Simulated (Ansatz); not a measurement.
## RbCl: what changed settings do

The reference input for Ansatz (plane-wave DFT with PAW):

```yaml
crystal:
  lattice:
    - [0.0, 3.308707329, 3.308707329]
    - [3.308707329, 0.0, 3.308707329]
    - [3.308707329, 3.308707329, 0.0]
  atoms:
    - { symbol: Rb, position: [0.0, 0.0, 0.0] }
    - { symbol: Cl, position: [0.5, 0.5, 0.5] }
basis:
  ecutwfc: 420
kpoints:
  mp_grid: { grid: [4, 4, 4] }
hamiltonian:
  xc: pbe
scf:
  occupations: { method: gaussian, width: 0.1 }
output:
  forces: true
  stress: true
  eigenvalues: true
```

Command:

```bash
ansatz run input.yaml --threads 1 --pin off --max-ram 1331MiB --backend cpu --events-out ev --progress --plain --runs-dir out
```

The run converges in 6 SCF iterations on 8 irreducible k-points: pressure 0.57 GPa, gap on the sampled k-points 4.95 eV.

Settings here are deliberately varied, not converged. Each trial's input is given as a difference from the reference's; energies are extrapolated to zero smearing where there is one, and pressure is positive in compression.

Trial 1 (origin moved):

```diff
 crystal:
   atoms:
-    - { symbol: Rb, position: [0.0, 0.0, 0.0] }
-    - { symbol: Cl, position: [0.5, 0.5, 0.5] }
+    - { symbol: Rb, position: [0.357, 0.058, 0.148] }
+    - { symbol: Cl, position: [0.857, 0.558, 0.648] }
 basis:
+  ecutrho_ratio: 10
 kpoints:
-  mp_grid: { grid: [4, 4, 4] }
+  mp_grid: { grid: [2, 2, 2], shift: [0.25, 0.25, 0.25] }
 scf:
+  max_iter: 40
+efield:
+  axis: 3
+  amplitude: 0.1
```

The run converges in 6 SCF iterations on 6 irreducible k-points: energy 63.3 meV per atom above the reference, pressure 0.51 GPa, largest force 0.576 eV/Å, gap on the sampled k-points 5.30 eV. It warns that the forces don't sum to zero; that the mesh lowers the symmetry.

Trial 2:

```diff
 basis:
-  ecutwfc: 420
+  ecutwfc: "22 Ry"
 kpoints:
-  mp_grid: { grid: [4, 4, 4] }
+  mp_grid: { grid: [3, 3, 1] }
 scf:
+  max_iter: 80
+  convergence: { dr2_threshold: "1e-8 eV" }
```

The run converges in 6 SCF iterations on 4 irreducible k-points: energy 113 meV per atom above the reference, pressure 1.21 GPa, gap on the sampled k-points 4.88 eV. It warns that the cutoff lies under the recommended one, 420 eV for these potentials; that the SCF threshold is loose for the stress; that the mesh lowers the symmetry.

Trial 3:

```diff
 basis:
-  ecutwfc: 420
+  ecutwfc: "12 Ha"
```

The run converges in 6 SCF iterations on 8 irreducible k-points: energy 1.66 meV per atom above the reference, pressure 0.57 GPa, gap on the sampled k-points 4.95 eV. It warns that the cutoff lies under the recommended one, 420 eV for these potentials.

Trial 4:

```diff
 kpoints:
-  mp_grid: { grid: [4, 4, 4] }
+  mp_grid: { grid: [5, 1, 5], shift: [0.5, 0.5, 0.5] }
 scf:
+  n_extra_bands: 2
+accuracy: high
```

The run converges in 9 SCF iterations on 9 irreducible k-points: energy 104 meV per atom below the reference, pressure -0.06 GPa, gap on the sampled k-points 6.55 eV. It warns that the mesh lowers the symmetry.

Trial 5:

```diff
 basis:
-  ecutwfc: 420
+  ecutwfc: "32 Ry"
 kpoints:
-  mp_grid: { grid: [4, 4, 4] }
+  mp_grid: { grid: [3, 5, 1] }
 hamiltonian:
+  pseudopotentials: { kind: nc }
 scf:
-  occupations: { method: gaussian, width: 0.1 }
+  occupations: { method: fixed }
+  mixing: { ndim: 2, preconditioner: kerker_dos }
+  max_iter: 80
+  convergence: { dr2_threshold: "1e-4 eV" }
```

The run converges in 8 SCF iterations on 8 irreducible k-points: pressure 1.19 GPa (unreliable at so low a cutoff), gap on the sampled k-points 4.88 eV. It warns that the cutoff lies under the recommended one, 789 eV for these potentials; that the SCF threshold is loose for the forces; that the SCF threshold is loose for the stress; that the mesh lowers the symmetry.

Trial 6:

```diff
-basis:
-  ecutwfc: 420
+basis: {}
 kpoints:
-  mp_grid: { grid: [4, 4, 4] }
+  mp_grid: { grid: [5, 3, 3] }
 hamiltonian:
+  hubbard: { sites: [{ species: Cl, l: p, u_eff: 1.3 }], projectors: atomic }
+  dispersion: d4
 scf:
-  occupations: { method: gaussian, width: 0.1 }
+  occupations: { method: fermi_dirac, width: "3000 K" }
+  lower_state_search: "off"
```

The run converges in 7 SCF iterations on 16 irreducible k-points: pressure 0.08 GPa, gap on the sampled k-points 5.49 eV. It warns that the mesh lowers the symmetry. Under a U the state reached may not be the lowest.